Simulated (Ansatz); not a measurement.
## Equation of state of Cl

```yaml
crystal:
  lattice:
    - [3.66815, 0.00000, 0.00000]
    - [-1.83407, 3.17671, 0.00000]
    - [0.00000, 0.00000, 3.92422]
  atoms:
    - { symbol: Cl, position: [0.33333, 0.66667, 0.25000] }
    - { symbol: Cl, position: [0.66667, 0.33333, 0.75000] }
```

The cell was built from the hcp type and relaxed in the same program, and has space group P6_3/mmc; it needn't be a known or the stable phase.

Levels of theory: DFT, PBE, all-electron LAPW, scalar-relativistic (Ansatz 0.2.0); DFT, PBE, PAW with Ansatz's default frozen-core files, scalar-relativistic (Ansatz 0.2.0).

For LAPW: a Γ-centred 19×19×10 k mesh, Fermi–Dirac smearing of 0.03 eV, basis error target 1 meV/atom, no spin polarisation. PAW takes a cutoff of 420 eV at this cell. The Ansatz runs share mesh, smearing and spin set-up. Plane-wave (PAW) pressures include the program's estimate of the Pulay term.

The cell above is scaled evenly, with fractional coordinates and shape held.

| V/V(cell) | V (Å³/atom) | P, LAPW (GPa) | P, PAW (GPa) |
| --- | --- | --- | --- |
| 0.9600 | 21.949 | 1.48 | 1.48 |
| 0.9800 | 22.406 | 0.70 | 0.69 |
| 1.0000 | 22.864 | 0.01 | 0.00 |
| 1.0200 | 23.321 | -0.60 | -0.61 |
| 1.0400 | 23.778 | -1.14 | -1.15 |

(1) What do Birch–Murnaghan fits to the pressures give?

## Answers

(1) LAPW: V0 = 22.87 Å³/atom, B0 = 32 GPa, B0′ = 5.3; PAW: V0 = 22.86 Å³/atom, B0 = 32 GPa, B0′ = 5.3.
